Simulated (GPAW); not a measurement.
# Rh (Fm-3m) in GPAW: further runs

One crystal, Rh, is run at these levels: PBE; tasks: single point.

All numbers are computed with GPAW 26.7.0; they aren't measurements. Logs are shortened: lines on timing, memory, paths and dates and some standing lists are left out, and cuts for length are marked. The log counts tension as positive stress, the text compression.

### Step 1. The structure

The structure is cubic, space group Fm-3m (No. 225). Conventional cell: a = 3.796 Å, b = 3.796 Å, c = 3.796 Å, α = 90.00°, β = 90.00°, γ = 90.00°. Around Rh (site symmetry m-3m) lie 12 Rh at 2.68 Å.

### Step 2. Single point, PBE

run.py

```python
from ase.dft.bandgap import bandgap
from ase.io import read, write
from ase.units import GPa
from gpaw import GPAW, PW

atoms = read('Rh.xyz')

calc = GPAW(mode=PW(600),
            xc='PBE',
            kpts={'size': (12, 12, 12), 'gamma': True},
            occupations={'name': 'methfessel-paxton', 'order': 0, 'width': 0.018000000000000002},
            nbands=16,
            convergence={'density': 1e-05, 'energy': 1e-05},
            maxiter=150,
            txt='gpaw.txt')
atoms.calc = calc
energy = atoms.get_potential_energy()
forces = atoms.get_forces()
stress = atoms.get_stress()
calc.write('gs.gpw')
write('result.traj', atoms)
print(f'Energy: {energy:.6f} eV')
print('Forces (eV/A):')
print(forces.round(4))
print('Stress (GPa):', (stress / GPa).round(3))
print('Fermi level:', round(calc.get_fermi_level(), 4), 'eV')
print(f'Gap: {bandgap(calc)[0]:.4f} eV, direct: {bandgap(calc, direct=True)[0]:.4f} eV')
```

Rh.xyz

```xyz
1
Lattice="0.0000000000 1.8978500000 1.8978500000 1.8978500000 0.0000000000 1.8978500000 1.8978500000 1.8978500000 0.0000000000" Properties=species:S:1:pos:R:3 pbc="T T T"
Rh     0.0000000000      0.0000000000      0.0000000000
```

Potentials or basis: GPAW PAW data sets (gpaw-data 1.2.1), pw.

On the command line:

```
> OMP_NUM_THREADS=1 python run.py
```

gpaw.txt:

```text
__  _  _
 | _ |_)|_||  |
 |__||  | ||/\| - 26.7.0

Input parameters:
  mode=PW(ecut=600.0),
  convergence={'density': 1e-05, 'energy': 1e-05},
  kpts=MonkhorstPack(size=(12, 12, 12), gamma=True),
  maxiter=150,
  nbands=16,
  occupations=Occupations(name='methfessel-paxton', order=0, width=0.018000000000000002),
  xc=XC(name='PBE')

Diagonalizing LCAO Hamiltonian
Converting LCAO to pw mode

       Rh

Atoms  # Å, Bohr magnetons
|   | symbol |        x |        y |        z |    initial magnetic moments |
|---|--------|----------|----------|----------|-----------------------------|
| 0 |     Rh | 0.000000 | 0.000000 | 0.000000 | ( 0.0000,  0.0000,  0.0000) |

Unit cell  # Å
| periodic |        x |        y |        z |  lengths |    angles |
|----------|----------|----------|----------|----------|-----------|
|      yes | 0.000000 | 1.897850 | 1.897850 | 2.683965 | 60.000000 |
|      yes | 1.897850 | 0.000000 | 1.897850 | 2.683965 | 60.000000 |
|      yes | 1.897850 | 1.897850 | 0.000000 | 2.683965 | 60.000000 |

Number of symmetries: 48
Symmetry operations  # r_c * U_cc + t_c -> r_c
|    | kind |            matrix            |
|----|------|------------------------------|
|  0 |  σ   |  1, 0, 0,  1, 0,-1,  1,-1, 0 |
|  1 |  C2  |  1, 0, 0,  1,-1, 0,  1, 0,-1 |
|  2 |  E   |  1, 0, 0,  0, 1, 0,  0, 0, 1 |
|  3 |  σ   |  1, 0, 0,  0, 0, 1,  0, 1, 0 |
|  4 |  C4  |  1, 0,-1,  1, 0, 0,  1,-1, 0 |
|  5 |  S6  |  1, 0,-1,  1,-1, 0,  1, 0, 0 |
|  6 |  σ   |  1, 0,-1,  0, 1,-1,  0, 0,-1 |
|  7 |  C3  |  1, 0,-1,  0, 0,-1,  0, 1,-1 |
|  8 |  S6  |  1,-1, 0,  1, 0, 0,  1, 0,-1 |
|  9 |  C4  |  1,-1, 0,  1, 0,-1,  1, 0, 0 |
| 10 |  C3  |  1,-1, 0,  0,-1, 1,  0,-1, 0 |
| 11 |  σ   |  1,-1, 0,  0,-1, 0,  0,-1, 1 |
| 12 |  σ   |  0, 1, 0,  1, 0, 0,  0, 0, 1 |
| 13 |  C4  |  0, 1, 0,  0, 1,-1, -1, 1, 0 |
| 14 |  C3  |  0, 1, 0,  0, 0, 1,  1, 0, 0 |
| 15 |  S6  |  0, 1, 0, -1, 1, 0,  0, 1,-1 |
| 16 |  C2  |  0, 1,-1,  1, 0,-1,  0, 0,-1 |
| 17 |  σ   |  0, 1,-1,  0, 1, 0, -1, 1, 0 |
| 18 |  S4  |  0, 1,-1,  0, 0,-1,  1, 0,-1 |
| 19 |  C4  |  0, 1,-1, -1, 1, 0,  0, 1, 0 |
| 20 |  C3  |  0, 0, 1,  1, 0, 0,  0, 1, 0 |
| 21 |  σ   |  0, 0, 1,  0, 1, 0,  1, 0, 0 |
| 22 |  S6  |  0, 0, 1,  0,-1, 1, -1, 0, 1 |
| 23 |  C4  |  0, 0, 1, -1, 0, 1,  0,-1, 1 |
| 24 |  S4  |  0, 0,-1,  1, 0,-1,  0, 1,-1 |
| 25 |  C3  |  0, 0,-1,  0, 1,-1,  1, 0,-1 |
| 26 |  C2  |  0, 0,-1,  0,-1, 0, -1, 0, 0 |
| 27 |  S6  |  0, 0,-1, -1, 0, 0,  0,-1, 0 |
| 28 |  S4  |  0,-1, 1,  1,-1, 0,  0,-1, 0 |
| 29 |  C4  |  0,-1, 1,  0, 0, 1, -1, 0, 1 |
| 30 |  C2  |  0,-1, 1,  0,-1, 0,  1,-1, 0 |
| 31 |  σ   |  0,-1, 1, -1, 0, 1,  0, 0, 1 |
| 32 |  C3  |  0,-1, 0,  1,-1, 0,  0,-1, 1 |
| 33 |  S6  |  0,-1, 0,  0, 0,-1, -1, 0, 0 |
| 34 |  S4  |  0,-1, 0,  0,-1, 1,  1,-1, 0 |
| 35 |  C2  |  0,-1, 0, -1, 0, 0,  0, 0,-1 |
| 36 |  C2  | -1, 1, 0,  0, 1, 0,  0, 1,-1 |
| 37 |  S6  | -1, 1, 0,  0, 1,-1,  0, 1, 0 |
| 38 |  S4  | -1, 1, 0, -1, 0, 1, -1, 0, 0 |
| 39 |  C3  | -1, 1, 0, -1, 0, 0, -1, 0, 1 |
| 40 |  S6  | -1, 0, 1,  0, 0, 1,  0,-1, 1 |
| 41 |  C2  | -1, 0, 1,  0,-1, 1,  0, 0, 1 |
| 42 |  C3  | -1, 0, 1, -1, 1, 0, -1, 0, 0 |
| 43 |  S4  | -1, 0, 1, -1, 0, 0, -1, 1, 0 |
| 44 |  C2  | -1, 0, 0,  0, 0,-1,  0,-1, 0 |
| 45 |  i   | -1, 0, 0,  0,-1, 0,  0, 0,-1 |
| 46 |  σ   | -1, 0, 0, -1, 1, 0, -1, 0, 1 |
| 47 |  C2  | -1, 0, 0, -1, 0, 1, -1, 1, 0 |

BZ-sampling:
  Number of BZ points: 1728
  Number of IBZ points: 72

  Monkhorst-Pack size: [12, 12, 12]
  Monkhorst-Pack shift: [0.041666666666666664, 0.041666666666666664, 0.041666666666666664]

K-points  # in reciprocal-cell coordinates
|     |                                coordinates |     weight |
|-----|--------------------------------------------|------------|
|   0 | ( -0.00000000,  -0.00000000,  -0.00000000) | 0.00057870 |
|   1 | (  0.08333333,   0.08333333,  -0.00000000) | 0.00347222 |
|   2 | (  0.08333333,   0.08333333,   0.08333333) | 0.00462963 |
|   3 | (  0.16666667,   0.08333333,   0.08333333) | 0.00694444 |
|   4 | (  0.16666667,   0.16666667,  -0.00000000) | 0.00347222 |
|   5 | (  0.16666667,   0.16666667,   0.08333333) | 0.01388889 |
|   6 | (  0.16666667,   0.16666667,   0.16666667) | 0.00462963 |
|   7 | (  0.25000000,   0.16666667,   0.08333333) | 0.01388889 |
|   8 | (  0.25000000,   0.16666667,   0.16666667) | 0.01388889 |
|   9 | (  0.25000000,   0.25000000,  -0.00000000) | 0.00347222 |
| ... |                                            |            |
|  71 | (  0.50000000,   0.50000000,   0.50000000) | 0.00231481 |

Plane wave coefficients: 471
Cutoff: 600.0 eV

Spin-components: 1 (collinear spins)
Bands:           16
Projectors:      6
Spin-degeneracy: 2
Datatype:        complex128

Parallelization:
  kpt:    1
  domain: 1
  band:   1

Density:
  Valence electrons: 15.0
  Components: 1
  Grid points: [16 16 16]
  Charge: 0.0  # |e|

Potential:
  Grid points: [16 16 16]

species:
  Rh:
    name:    Rhodium
    Z:       45.0
    valence: 15
    core:    30
    charge:  0.0  # [|e|]
    compensation charges:
      type: gauss
      rc: 0.38  # [Å]
      lmax: 2
    cutoffs:
      filter: 2.48  # [Å]
      core: 2.35  # [Å]
    projectors
    | kind |    occ | energy [eV] | rcut [Å] |
    |------|--------|-------------|----------|
    |   5s |  1.000 |      -4.297 |    1.270 |
    |   4p |  6.000 |     -50.429 |    1.381 |
    |   5p |  0.000 |      -0.852 |    1.381 |
    |   4d |  8.000 |      -5.942 |    1.244 |
    |    s |        |      22.915 |    1.270 |
    |    d |        |      21.270 |    1.244 |

    Using partial waves for Rh as LCAO basis

Reference energy: -130134.647000  # eV

eigensolver:
  PPCG
  Converge bands: occupied
  niter=2

density mixing:
  MSR1-Mixer
  Pratt-step length: 0.05
  Maximum mixing coefficient: 0.75
  Old densities: 10
  SVD Regularization: 0.005
  Good broyden scale: 1.0
  Trust region scale: 1.0
  Backstep threshold: 4.0
  History deletion threshold: 6.0
  Fourier metric: weight=20.0, sigma=0.015

occupation numbers:
  Methfessel-Paxton:
    width: 0.0180  # eV
    order: 0

poisson solver:
  ecut: 4800.0  # eV

xc functional:
  name: PBE with 2 nearest neighbor stencil

convergence criteria:
- Maximum integral of absolute [dens]ity change: 1e-05 electrons / valence electron
- Maximum [total energy] change in last 3 cyles: 1e-05 eV / valence electron
- Maximum integral of absolute [eigenst]ate change: 4e-08 eV^2 / valence electron
maximum number of iterations: 150

SCF iterations
|iter     | |      energy | eigst |  dens |
|---------|-|-------------|-------|-------|
|iter:   1| |   -7.916305 | +0.04 |       |
|iter:   2| |   -7.783197 | -2.76 | -1.10 |
|iter:   3| |   -7.311928 | -2.08 | -1.15 |
|iter:   4| |   -7.307730 | -3.57 | -2.28 |
|iter:   5| |   -7.306321 | -3.46 | -2.47 |
|iter:   6| |   -7.306307 | -6.29 | -3.56 |
|iter:   7| |   -7.306306c| -6.57 | -3.79 |
|iter:   8| |   -7.306306c| -7.54c| -5.00 |
|iter:   9| |   -7.306306c| -8.16c| -5.64c|

Converged in 9 steps
Energy contributions relative to reference atoms: (reference = -130134.647000)

Energy contributions:
  Kinetic:          -2.400198
  Coulomb:           0.046369
  Zero:             -0.056824
  External:          0.000000
  Xc:               -4.895485
  Entropy:          -0.000335
  Spinorbit:         0.000000
  ----------------------------
  Free energy:      -7.306473
  Extrapolated:     -7.306306

dipole moment: (-11.479970, -11.479970, -11.479970)  # |e|*Ang

Fermi level: 11.993
Eigenvalues  # (at kpt = [-0.000, -0.000, -0.000])
| band index |      eig [eV] | occ [0-2] |
|------------|---------------|-----------|
|          0 |       -34.469 |     2.000 |
|          1 |       -34.469 |     2.000 |
|          2 |       -34.469 |     2.000 |
|          3 |         3.953 |     2.000 |
|          4 |         8.829 |     2.000 |
|          5 |         8.829 |     2.000 |
|          6 |         8.829 |     2.000 |
|          7 |        10.920 |     2.000 |
|          8 |        10.920 |     2.000 |
|          9 |        28.267 |     0.000 |
|         10 |        34.007 |     0.000 |
|         11 |        34.007 |     0.000 |
|         12 |        34.007 |     0.000 |
|         13 |        38.901 |     0.000 |
|         14 |        44.102 |     0.000 |
|         15 |        44.102 |     0.000 |

No gap
No difference between direct/indirect transitions

Forces  # eV/Ang
|       x |        y |       z |
|---------|----------|---------|
| 0.00000 | -0.00000 | 0.00000 |  # Rh   0

Stress tensor  # eV/Ang^3
|         x |         y |         z |
|-----------|-----------|-----------|
| -0.057411 | -0.000000 |  0.000000 |
| -0.000000 | -0.057411 | -0.000000 |
|  0.000000 | -0.000000 | -0.057411 |

# Writing to gs.gpw (mode='')
```

Run time: 7.8 s. Hardware: 1 thread of Intel Xeon Platinum 8488C (Sapphire Rapids), shared host; peak memory 0.14 GiB.

Results:

| Item | Value |
| --- | --- |
| Free energy | -7.3065 eV |
| Pressure | 9.2 GPa |
| Band gap on the k mesh | none (metal or under the smearing width) |

### Step 3. Single point, PBE

Edit run.py of step 2 so:

```diff
@@ -2,6 +2,7 @@
 from ase.io import read, write
-from ase.units import GPa
+from ase.units import Bohr, GPa
 from gpaw import GPAW, PW
+from gpaw.elf import elf_from_dft_calculation
 
-atoms = read('Rh.xyz')
+atoms = read('POSCAR')
 
@@ -10,3 +11,3 @@
             kpts={'size': (12, 12, 12), 'gamma': True},
-            occupations={'name': 'methfessel-paxton', 'order': 0, 'width': 0.018000000000000002},
+            occupations={'name': 'methfessel-paxton', 'order': 0, 'width': 0.019000000000000003},
             nbands=16,
@@ -27 +28,6 @@
 print(f'Gap: {bandgap(calc)[0]:.4f} eV, direct: {bandgap(calc, direct=True)[0]:.4f} eV')
+
+# fields on the real-space grid
+write('density.cube', atoms, data=calc.get_pseudo_density() * Bohr**3)
+write('potential.cube', atoms, data=calc.get_electrostatic_potential())
+write('elf.cube', atoms, data=elf_from_dft_calculation(calc).data)
```

POSCAR

```
Rh
1.0
    0.0000000000      1.8978500000      1.8978500000
    1.8978500000      0.0000000000      1.8978500000
    1.8978500000      1.8978500000      0.0000000000
Rh
1
Direct
    0.0000000000      0.0000000000      0.0000000000
```

Potentials or basis: GPAW PAW data sets (gpaw-data 1.2.1), pw.

On the command line:

```
> OMP_NUM_THREADS=1 python run.py
```

Run time: 7.7 s. Hardware: 1 thread of Intel Xeon Platinum 8488C (Sapphire Rapids), shared host; peak memory 0.14 GiB.

It converged, with:

```yaml
Free_energy: -7.3065 eV
Pressure: 9.2 GPa
Band_gap_on_the_k_mesh: none (metal or under the smearing width)
```

Levels at points of the mesh, in eV from the Fermi level:
```
           k point  band 4  band 5  band 6  band 7  band 8  band 9  band 10  band 11
(0.00, 0.00, 0.00)   -8.04   -3.16   -3.16   -3.16   -1.07   -1.07    16.28    22.01
(0.50, 0.50, 0.00)   -6.41   -6.03    0.47    0.93    0.93    3.22    12.27    13.62
(0.50, 0.50, 0.50)   -6.19   -3.25   -3.25    0.50    0.50    0.68     8.65    15.72
```

(Continued in part 2 of 2.)
